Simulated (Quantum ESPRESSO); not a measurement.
**Pd: equation of state with PBEsol**

Pd:

```xyz
1
Lattice="-1.5723 1.5723 1.5723 1.5723 -1.5723 1.5723 1.5723 1.5723 -1.5723" Properties=species:S:1:pos:R:3 pbc="T T T"
Pd    0.0000    0.0000    0.0000
```

This isn't the form of Pd at room conditions, which is fcc.

```yaml
Program: Quantum ESPRESSO 7.5
Task: equation of state
Functional: PBEsol
Potentials_or_basis: GBRV 1.5 PBEsol
Cutoff: 612 eV
Density_cutoff: 4898 eV
k_mesh: 12 × 12 × 12
Occupations: fermi-dirac, width 0.05 eV
Spin: no spin polarisation
```

* Equilibrium volume: 14.72 Å³/atom
* Bulk modulus: 201 GPa
* Pressure derivative of the bulk modulus: 5.5

Energy against volume, from the lowest point:
| volume (Å³/atom) | energy (meV/atom) |
| --- | --- |
| 14.614 | 0.00 |
| 14.925 | 1.19 |
| 15.236 | 9.88 |
| 15.547 | 25.15 |
| 15.858 | 46.14 |
| 16.169 | 72.07 |
| 16.480 | 102.27 |

All runs of the series together: 28 s on 2 threads of Arm Neoverse V2 (shared host).
